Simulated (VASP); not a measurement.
# ScAlN2 (I4_1/amd) in VASP: single point with PBE

Aim: the single point of ScAlN2 with PBE.

All numbers are computed with VASP 6.6.1; they aren't measurements. Logs are shortened: lines on timing, memory, paths and dates and some standing lists are left out, and cuts for length are marked.

### 1 The structure

The structure is tetragonal, space group I4_1/amd (No. 141). The conventional cell has a = 4.399 Å, b = 4.399 Å, c = 8.397 Å, α = 90.00°, β = 90.00°, γ = 90.00°. Around Sc (site symmetry -4m2) lie 6 N at 2.20 Å. Al (site symmetry -4m2) is surrounded by 6 N at 1.99 to 2.20 Å. N (site symmetry 2mm) has 3 Al at 1.99 to 2.20 Å and 3 Sc at 2.20 Å as nearest neighbours.

The cell comes from a database or a generator and needn't be the stable form of this composition.

### 2 Single point, PBE

The input, INCAR:

```
SYSTEM = ScAlN2
PREC = Accurate ; ENCUT = 520
EDIFF = 1E-5 ; ISMEAR = 0
SIGMA = 0.05 ; LREAL = .False.
LASPH = .True. ; NELM = 100
ALGO = Normal ; ISIF = 2
LWAVE = .False. ; LCHARG = .False.
GGA = PE ; NBANDS = 34
ADDGRID = .False.
```

The input, KPOINTS:

```
regular mesh
0
Gamma
  6 6 6
  0 0 0
```

The input, POSCAR:

```
ScAlN2
1.0
   -2.1994840000      2.1994840000      4.1986215000
    2.1994840000     -2.1994840000      4.1986215000
    2.1994840000      2.1994840000     -4.1986215000
Sc Al N
2 2 4
Direct
    0.0000000000      0.0000000000      0.0000000000
    0.7500000000      0.2500000000      0.5000000000
    0.5000000000      0.5000000000      0.0000000000
    0.2500000000      0.7500000000      0.5000000000
    0.7375140000      0.7375140000      0.0000000000
    0.0124860000      0.5124860000      0.5000000000
    0.2624860000      0.2624860000      0.0000000000
    0.4875140000      0.9875140000      0.5000000000
```

Potentials or basis: VASP PAW PBE potentials, release 64 (Sc_sv, Al, N).

The run is started by

```bash
> cat potpaw_PBE.64/Sc_sv/POTCAR potpaw_PBE.64/Al/POTCAR potpaw_PBE.64/N/POTCAR > POTCAR
> mpirun -np 1 vasp_std > vasp.out
```

OUTCAR:

```text
SYSTEM = ScAlN2
   PREC = Accurate
   ENCUT = 520
   EDIFF = 1E-5
   ISMEAR = 0
   LREAL = .False.
   LASPH = .True.
   NELM = 100
   ISIF = 2
   GGA = PE

 Found     30 irreducible k-points:

 Following reciprocal coordinates:
            Coordinates               Weight
  0.000000  0.000000  0.000000      1.000000
  0.166667  0.000000 -0.000000      8.000000
  0.333333  0.000000  0.000000      8.000000
  0.500000 -0.000000  0.000000      4.000000
  0.166667  0.166667  0.000000      8.000000
  0.333333  0.166667 -0.000000     16.000000
   k-points           NKPTS =     30   k-points in BZ     NKDIM =     30   number of bands    NBANDS=     34
   number of dos      NEDOS =    301   number of ions     NIONS =      8
   total plane-waves  NPLWV =  64000
   dimension x,y,z NGX =    40 NGY =   40 NGZ =   40
   dimension x,y,z NGXF=    80 NGYF=   80 NGZF=   80
   ions per type =               2   2   4
   NGX,Y,Z   is equivalent  to a cutoff of  12.73, 12.73, 12.73 a.u.
   NGXF,Y,Z  is equivalent  to a cutoff of  25.45, 25.45, 25.45 a.u.
 SYSTEM =  ScAlN2
   PREC   = accura    normal or accurate (medium, high low for compatibility)
   ISTART =      0    job   : 0-new  1-cont  2-samecut
   ICHARG =      2    charge: 1-file 2-atom 10-const
   ISPIN  =      1    spin polarized calculation?
   LNONCOLLINEAR =      F non collinear calculations
   LSORBIT =      F    spin-orbit coupling
   LASPH  =      T    aspherical Exc in radial PAW
   ENCUT  =  520.0 eV  38.22 Ry    6.18 a.u.   9.72  9.72  9.72*2*pi/ulx,y,z
   NELM   =    100;   NELMIN=  2; NELMDL= -5     # of ELM steps
   EDIFF  = 0.1E-04   stopping-criterion for ELM
   LREAL  =      F    real-space projection
   EDIFFG = 0.1E-03   stopping-criterion for IOM
   NSW    =      0    number of steps for IOM
   IBRION =     -1    ionic relax: 0-MD 1-quasi-New 2-CG
   NFREE  =      0    steps in history (QN), initial steepest desc. (CG)
   ISIF   =      2    stress and relaxation
   ISYM   =      2    0-nonsym 1-usesym 2-fastsym
   POTIM  = 0.5000    time-step for ionic-motion
   TEBEG  =    0.0;   TEEND  =   0.0 temperature during run
   PSTRESS=    0.0 pullay stress
   NELECT =      48.0000    total number of electrons
   NUPDOWN=      -1.0000    fix difference up-down
   EMIN   =  10.00;   EMAX   =-10.00  energy-range for DOS
   EFERMI =   0.00;   METHOD = LEGACY
   ISMEAR =     0;   SIGMA  =   0.05  broadening in eV -4-tet -1-fermi 0-gaus
   EFERMI_NEDOS =   21; number of points for ismear=-14 and -15
   IALGO  =     38    algorithm
   IMIX   =      4    mixing-type and parameters
     AMIX     =   0.40;   BMIX     =  1.00
     AMIX_MAG =   1.60;   BMIX_MAG =  1.00
  volume/ion in A,a.u.               =      10.16        68.54
  Fermi-wavevector in a.u.,A,eV,Ry     =   1.373681  2.595880 25.674176  1.886999
  Thomas-Fermi vector in A             =   2.499176
   LORBIT       =      0    0 simple, 1 ext, 2 COOP (PROOUT), +10 PAW based schemes
   GGA     = PE    functional components
   LHFCALC =     F    Hartree Fock is set to
   AEXX    =    0.0000 exact exchange contribution
   IVDW    =     0    specifies the selected vdW correction
   LEPSILON=     F    determine dielectric tensor
   LRPA    =     F    only Hartree local field effects (RPA)
 non-spin polarized calculation
 Gauss-broadening in eV      SIGMA  =   0.05
  energy-cutoff  :      520.00
  volume of cell :       81.25
 maximum number of plane-waves:      2224
   NGX = 19   NGY = 19   NGZ = 19

 number of electron      48.0000001 magnetization

 Free energy of the ion-electron system (eV)
  ---------------------------------------------------
  ext. energy  EPLUGINS =         0.00000000
  ---------------------------------------------------
  free energy    TOTEN  =       -64.85097152 eV

  energy without entropy =      -64.85097152  energy(sigma->0) =      -64.85097152

 E-fermi :   7.6226     XC(G=0): -11.9278

 val. band max:        7.2625969195   @ k =   0.0000   0.0000   0.0000
 cond. band min:       8.2167707378   @ k =   0.5000   0.5000   0.5000
 fundamental gap:      0.9541738183
 Fermi energy:         7.6226315345

 k-point     1 :       0.0000    0.0000    0.0000
  band No.  band energies     occupation
      1     -40.9239      2.00000
      2     -40.8177      2.00000
      3     -19.8267      2.00000
      4     -19.6734      2.00000
      5     -19.6734      2.00000
      6     -19.5161      2.00000
      7     -19.5161      2.00000
      8     -19.4604      2.00000
      9      -8.2816      2.00000
     10      -5.8570      2.00000
     11      -5.7322      2.00000
     12      -5.6323      2.00000
     13       2.5396      2.00000
     14       2.6705      2.00000
     15       2.6705      2.00000
     16       3.2141      2.00000
     17       3.2691      2.00000
     18       3.2691      2.00000
     19       4.0493      2.00000
     20       6.0617      2.00000
     21       6.0617      2.00000
     22       6.8115      2.00000
     23       7.2626      2.00000
     24       7.2626      2.00000
     25       8.3133      0.00000
     26      10.1011      0.00000
     27      10.1011      0.00000
     28      11.0356      0.00000
     29      11.0880      0.00000
     30      11.4060      0.00000
     31      11.9781      0.00000
     32      12.0600      0.00000
     33      12.0600      0.00000
     34      12.4162      0.00000

 k-point     2 :       0.1667    0.0000   -0.0000
  band No.  band energies     occupation
      1     -40.9185      2.00000
      2     -40.8228      2.00000
      3     -19.8291      2.00000
      4     -19.7029      2.00000
      5     -19.6808      2.00000
      6     -19.5175      2.00000
      7     -19.5077      2.00000
      8     -19.4502      2.00000
      9      -8.0721      2.00000
     10      -5.9883      2.00000
     11      -5.7304      2.00000
     12      -5.5379      2.00000
     13       2.0060      2.00000
     14       2.5000      2.00000
     15       2.5633      2.00000
     16       2.7468      2.00000
     17       3.5000      2.00000
     18       4.1486      2.00000
     19       4.6463      2.00000
     20       5.6073      2.00000
     21       5.7615      2.00000
     22       6.1103      2.00000
     23       6.7305      2.00000
     24       7.0094      2.00000
     25       9.0032      0.00000
     26       9.9608      0.00000
     27      10.2037      0.00000
     28      11.3153      0.00000
     29      11.5002      0.00000
     30      11.8255      0.00000
     31      12.0170      0.00000
     32      12.0877      0.00000
     33      12.3416      0.00000
     34      13.0839      0.00000

 k-point     3 :       0.3333    0.0000    0.0000
  band No.  band energies     occupation
      1     -40.9054      2.00000
      2     -40.8353      2.00000
      3     -19.8359      2.00000
      4     -19.7573      2.00000
      5     -19.6935      2.00000
      6     -19.5114      2.00000
      7     -19.4928      2.00000
      8     -19.4406      2.00000
      9      -7.5118      2.00000
     10      -6.1580      2.00000
     11      -6.0368      2.00000
     12      -5.2918      2.00000
     13       1.7574      2.00000
     14       2.2791      2.00000
     15       2.3872      2.00000
     16       2.5985      2.00000
     17       3.8570      2.00000
     18       4.2791      2.00000
     19       4.6335      2.00000
     20       4.9750      2.00000
     21       5.5012      2.00000
     22       5.5274      2.00000
     23       6.4233      2.00000
     24       6.4760      2.00000
     25       9.6684      0.00000
     26      10.3492      0.00000
     27      10.5700      0.00000
     28      11.7219      0.00000
     29      11.9630      0.00000
     30      12.1021      0.00000
     31      12.1804      0.00000
     32      12.8085      0.00000
     33      13.1198      0.00000
     34      13.5105      0.00000

 k-point     4 :       0.5000   -0.0000    0.0000
  band No.  band energies     occupation
      1     -40.8967      2.00000
      2     -40.8437      2.00000
      3     -19.8389      2.00000
      4     -19.7849      2.00000
      5     -19.6992      2.00000
      6     -19.5026      2.00000
      7     -19.4861      2.00000
      8     -19.4413      2.00000
      9      -6.8524      2.00000
     10      -6.6973      2.00000
     11      -6.1193      2.00000
     12      -5.1730      2.00000
     13       1.7936      2.00000
     14       2.1913      2.00000
     15       2.5136      2.00000
     16       2.7859      2.00000
     17       3.1862      2.00000
     18       4.0118      2.00000
     19       4.4201      2.00000
     20       4.7327      2.00000
     21       5.6253      2.00000
     22       5.9430      2.00000
     23       6.1206      2.00000
     24       6.2568      2.00000
     25       9.5691      0.00000
     26      11.1275      0.00000
     27      11.2274      0.00000
     28      11.7477      0.00000
     29      11.8319      0.00000
     30      12.0957      0.00000
     31      12.2309      0.00000
     32      13.3098      0.00000
     33      13.7421      0.00000
     34      14.1625      0.00000

 k-point     5 :       0.1667    0.1667    0.0000
  band No.  band energies     occupation
      1     -40.9103      2.00000
      2     -40.8307      2.00000
      3     -19.8221      2.00000
      4     -19.7424      2.00000
      5     -19.6864      2.00000
      6     -19.5273      2.00000
      7     -19.4819      2.00000
      8     -19.4507      2.00000
      9      -7.7856      2.00000
     10      -6.1424      2.00000
     11      -5.7468      2.00000
     12      -5.5023      2.00000
     13       1.4865      2.00000
     14       2.1743      2.00000
     15       2.5264      2.00000
     16       3.4319      2.00000
     17       3.5721      2.00000
     18       4.7573      2.00000
     19       4.9196      2.00000
     20       5.1756      2.00000
     21       5.2205      2.00000
     22       5.6721      2.00000
     23       6.5218      2.00000
     24       6.5261      2.00000
     25       9.5462      0.00000
     26       9.8576      0.00000
     27      10.0446      0.00000
     28      11.3213      0.00000
     29      11.9516      0.00000
     30      12.0850      0.00000
     31      12.3812      0.00000
     32      12.5485      0.00000
     33      13.0076      0.00000
     34      13.1480      0.00000

 k-point     6 :       0.3333    0.1667   -0.0000
  band No.  band energies     occupation
      1     -40.8967      2.00000
      2     -40.8437      2.00000
      3     -19.8299      2.00000
      4     -19.7921      2.00000
      5     -19.6900      2.00000
      6     -19.5411      2.00000
      7     -19.4588      2.00000
      8     -19.4405      2.00000
      9      -7.1862      2.00000
     10      -6.2594      2.00000
     11      -6.0081      2.00000
     12      -5.3761      2.00000
     13       1.1370      2.00000
     14       1.9479      2.00000
     15       2.6109      2.00000
     16       3.3812      2.00000
     17       3.6189      2.00000
     18       4.1953      2.00000
     19       4.7559      2.00000
     20       4.9561      2.00000
     21       5.3113      2.00000
     22       5.6604      2.00000
     23       5.9493      2.00000
     24       6.3029      2.00000
     25       9.7130      0.00000
     26      10.3685      0.00000
     27      10.6447      0.00000
     28      11.6298      0.00000
     29      12.0710      0.00000
     30      12.1780      0.00000
     31      12.9081      0.00000
     32      13.4829      0.00000
     33      13.6951      0.00000
     34      13.8430      0.00000

 [... further k-points ...]

------------------------ aborting loop because EDIFF is reached ----------------------------------------

  FORCE on cell =-STRESS in cart. coord.  units (eV):
  Direction    XX          YY          ZZ          XY          YZ          ZX
  --------------------------------------------------------------------------------------
  -------------------------------------------------------------------------------------
  Total        0.0186229      0.0186229      0.0051034      0.0000000      0.0000000      0.0000000
  in kB        0.3672393      0.3672393      0.1006372      0.0000000      0.0000000      0.0000000
  external PRESSURE =       0.2783720 kB  Pullay stress =       0.0000000 kB

 VOLUME and BASIS-vectors are now :
 -----------------------------------------------------------------------------
  energy-cutoff  :      520.00
  volume of cell :       81.25
      direct lattice vectors                 reciprocal lattice vectors
    -2.199484000  2.199484000  4.198621500     0.000000000  0.227326046  0.119086705
     2.199484000 -2.199484000  4.198621500     0.227326046  0.000000000  0.119086705
     2.199484000  2.199484000 -4.198621500     0.227326046  0.227326046  0.000000000

 POSITION                                       TOTAL-FORCE (eV/Angst)
 -----------------------------------------------------------------------------------
      0.00000      0.00000      0.00000         0.000000      0.000000     -0.000000
      0.00000      2.19948      2.09931         0.000000      0.000000      0.000000
      0.00000      0.00000      4.19862         0.000000      0.000000      0.000000
      2.19948      0.00000      2.09931         0.000000      0.000000     -0.000000
      0.00000      0.00000      6.19308        -0.000000      0.000000      0.003520
      2.19948      0.00000      0.10485         0.000000     -0.000000     -0.003520
      0.00000      0.00000      2.20416        -0.000000      0.000000     -0.003520
      2.19948      0.00000      4.09377         0.000000     -0.000000      0.003520
 -----------------------------------------------------------------------------------
    total drift:                               -0.000000      0.000000     -0.000000

  FREE ENERGIE OF THE ION-ELECTRON SYSTEM (eV)
  ---------------------------------------------------
  free  energy   TOTEN  =       -64.8509715237 eV

  energy  without entropy=      -64.8509715237  energy(sigma->0) =      -64.85097152
```

Run time: 46 s. Hardware: 1 thread of Intel Xeon 6975P-C (Granite Rapids), shared host; peak memory 0.27 GiB.

These settings aren't checked as converged: the numbers below hold their error.

Results:

- Free energy: -64.8510 eV
- Pressure: 0.0 GPa
- Largest force: 0.004 eV/Å
- Band gap on the k mesh: 0.95 eV, indirect (least direct gap 1.05 eV)

### 3 The reference run

An earlier run on the cell as given: functional PBE; potentials or basis VASP PAW PBE potentials, release 64 (Sc_sv, Al, N); cutoff 520 eV; k mesh 9 × 9 × 9; occupations fermi-dirac, width 0.05 eV; no spin polarisation.

- Pressure: 0.0 GPa
- Band gap on the k mesh: 1.00 eV, indirect (least direct gap 1.05 eV)
